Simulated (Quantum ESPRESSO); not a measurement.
# Ge: band structure with PBEsol

**Experimental background.**

From “Temperature-dependent photoluminescence in Ge: experiment and theory”, 2020, arxiv:2003.00143, for a bulk crystal of Ge at 0 K: band gap 0.744 eV (indirect).

Crystal: Ge.

```
CELL_PARAMETERS angstrom
0.00000 2.82891 2.82891
2.82891 0.00000 2.82891
2.82891 2.82891 0.00000
ATOMIC_POSITIONS crystal
Ge 0.75000 0.75000 0.75000
Ge 0.50000 0.50000 0.50000
```

```yaml
Program: Quantum ESPRESSO 7.5
Task: band structure
Functional: PBEsol
Potentials_or_basis: GBRV 1.5 PBEsol
Cutoff: 612 eV
Density_cutoff: 4898 eV
k_mesh: 8 × 8 × 8
Occupations: fermi-dirac, width 0.05 eV
Spin: no spin polarisation
Mixing_beta: 0.5
Most_SCF_iterations: 120
SCF_threshold: 4e-10 Ry
```

```
Pressure               : 0.4 GPa
Band gap on the k mesh : none (metal or under the smearing width)
```

Levels at the corners of the path, in eV from the Fermi level:
| point | band 11 | band 12 | band 13 | band 14 | band 15 | band 16 | band 17 | band 18 |
| --- | --- | --- | --- | --- | --- | --- | --- | --- |
| Γ | -12.81 | -0.03 | -0.02 | -0.02 | -0.02 | 2.51 | 2.51 | 2.51 |
| X | -8.92 | -8.92 | -3.11 | -3.11 | 0.64 | 0.64 | 9.46 | 9.46 |
| W | -8.82 | -8.82 | -3.96 | -3.96 | 4.26 | 4.26 | 4.61 | 4.61 |
| K | -9.39 | -8.33 | -4.39 | -2.66 | 1.06 | 4.00 | 7.14 | 7.33 |
| Γ | -12.81 | -0.03 | -0.02 | -0.02 | -0.02 | 2.51 | 2.51 | 2.51 |
| L | -10.72 | -7.65 | -1.43 | -1.43 | 0.10 | 3.68 | 3.68 | 6.95 |
| U | -9.39 | -8.33 | -4.39 | -2.66 | 1.06 | 4.00 | 7.14 | 7.33 |
| W | -8.82 | -8.82 | -3.96 | -3.96 | 4.26 | 4.26 | 4.61 | 4.61 |
| L | -10.72 | -7.65 | -1.43 | -1.43 | 0.10 | 3.68 | 3.68 | 6.95 |
| K | -9.39 | -8.33 | -4.39 | -2.66 | 1.06 | 4.00 | 7.14 | 7.33 |
| U | -9.39 | -8.33 | -4.39 | -2.66 | 1.06 | 4.00 | 7.14 | 7.33 |
| X | -8.92 | -8.92 | -3.11 | -3.11 | 0.64 | 0.64 | 9.46 | 9.46 |

Wall time 14 s on 2 MPI ranks on Intel(R) Xeon(R) 6975P-C (Granite Rapids), with other jobs on the host, peak memory 0.24 GiB a rank.

A measured gap of Ge is 0.744 eV (indirect; 0 K; “Temperature-dependent photoluminescence in Ge: experiment and theory”, 2020, arxiv:2003.00143); the calculated 0.00 eV misses it by -0.74 eV. 3 values of this kind are on record (0.666 to 0.807 eV); this one was drawn at random among those near their median. Spin-orbit coupling on Ge is left out. The value is that of PBEsol on a finite k mesh, which can miss the band edges, without temperature or zero-point motion. Semilocal functionals fall short of measured gaps as a rule.

Caveat: this crystal is a semiconductor, whose small gap the functional closes, so the metal is an error of the method.
